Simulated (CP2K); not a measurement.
Crystal: Pd.

```
Pd
1.0
     2.75277    0.00000    0.00000
     1.37638    2.38397    0.00000
     1.37638    0.79466    2.24762
Pd
1
Cartesian
  0.0000 0.0000 0.0000
```

Base run:

| Quantity | Value |
| --- | --- |
| Program | CP2K 2026.2 |
| Functional | PBE |
| Dispersion | D4 |
| Potentials or basis | POTENTIAL_UZH Pd GTH-PBE-q18; TZVP-MOLOPT-PBE-GTH basis |
| Density cutoff | 6803 eV |
| k mesh | 12 × 12 × 12 |
| Occupations | fermi-dirac, width 0.05 eV |
| Spin | no spin polarisation |

Its results: band gap on the k mesh none (metal or under the smearing width); pressure 3.9 GPa.

Problem. After a change of settings the same cell gave: band gap on the k mesh none (metal or under the smearing width); pressure 9.0 GPa. Which change was it?
A. dispersion from D4 to rVV10
B. dispersion from D4 to D3
C. dispersion from D4 to none
D. dispersion from D4 to D3(BJ)+ATM

Solution. C.

Dispersion adds attraction, which lowers the pressure at fixed volume and, as a term added to the energy, leaves the levels alone.

Caveats: the basis of atomic orbitals isn't converged, which shifts pressures, moduli and gaps; pairwise dispersion overbinds metals, which lowers pressure and volume (some runs).
